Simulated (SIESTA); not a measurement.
# InPd in SIESTA: convergence with basis size

Input of the first run (basis size SZ); the others differ in this setting and in those tied to it:

File InPd.fdf:

```
SystemName                      InPd
SystemLabel                     InPd
NumberOfSpecies                 2
NumberOfAtoms                   2
%block ChemicalSpeciesLabel
  1  49 In
  2  46 Pd
%endblock ChemicalSpeciesLabel

LatticeConstant                 1.0 Ang
%block LatticeVectors
     3.2718847800     0.0000000000     0.0000000000
     0.0000000000     3.2718847800     0.0000000000
     0.0000000000     0.0000000000     3.2718847800
%endblock LatticeVectors
AtomicCoordinatesFormat         Fractional
%block AtomicCoordinatesAndAtomicSpecies
    -0.0067690000     0.0003210000     0.0083760000  1  In
     0.4891010000     0.5068780000     0.4918490000  2  Pd
%endblock AtomicCoordinatesAndAtomicSpecies

%block kgrid.MonkhorstPack
    6   0   0  0.0
    0   6   0  0.0
    0   0   6  0.0
%endblock kgrid.MonkhorstPack
XC.Functional                   GGA
XC.Authors                      PBE
PAO.BasisSize                   SZ
PAO.EnergyShift                 0.003 Ry
Mesh.Cutoff                     800 Ry
OccupationFunction              FD
ElectronicTemperature           0.05 eV
MaxSCFIterations                120
SCF.MustConverge                false
SCF.Mixer.Method                Pulay
SCF.Mixer.Weight                0.25
SCF.Mixer.History               8
SCF.DM.Tolerance                5.0e-05
SCF.H.Tolerance                 1.0e-03 eV
WriteForces                     true
Charge.Mulliken                 end
%block PAO.Basis
  In 3
  n=5 0 1
    6.996
  n=5 1 1
    9.500
  n=4 2 1
    4.106
%endblock PAO.Basis
```

Potentials or basis: PseudoDojo 0.4 standard (PBE files), SZ (energy shift 0.003 Ry).

Launch:

```console
$ siesta < InPd.fdf > InPd.out 2>&1
```

The cell isn't the ideal one: atoms moved at random, drawn with an rms of 0.05 Å.

The cell comes from a database or a generator and needn't be the stable form of this composition.

Hardware: 1 thread of Intel(R) Xeon(R) 6975P-C (Granite Rapids), with other jobs on the host.

```
basis size  energy less the tightest run, at zero smearing (meV/atom)  pressure (GPa)  largest force (eV/Å)  SCF cycles  CPU time (s)  peak memory (GiB)
        SZ                                                     646.54            8.82                 0.305           9            22               0.32
       SZP                                                     244.18            4.94                 0.305           9            67               0.44
        DZ                                                     180.29            3.67                 0.238          10            40               0.36
       DZP                                                      60.31            4.56                 0.285          10           100               0.49
      DZDP                                                      30.37            4.46                 0.278          10           160               0.57
       TZP                                                      35.40            4.42                 0.279          11           160               0.55
      TZDP                                                       8.74            4.20                 0.276          10           220               0.63
      TZTP                                                       0.00            4.32                 0.271          10           320               0.74
```

Not settled before the last step: the energy (to 1 meV/atom), the pressure (to 0.1 GPa), the largest force (to 0.005 eV/Å). The tightest run that finished is the yardstick and may itself not be fully converged.

Caveat, for the tightest run too: the basis of atomic orbitals isn't converged, which shifts pressures, moduli and gaps.
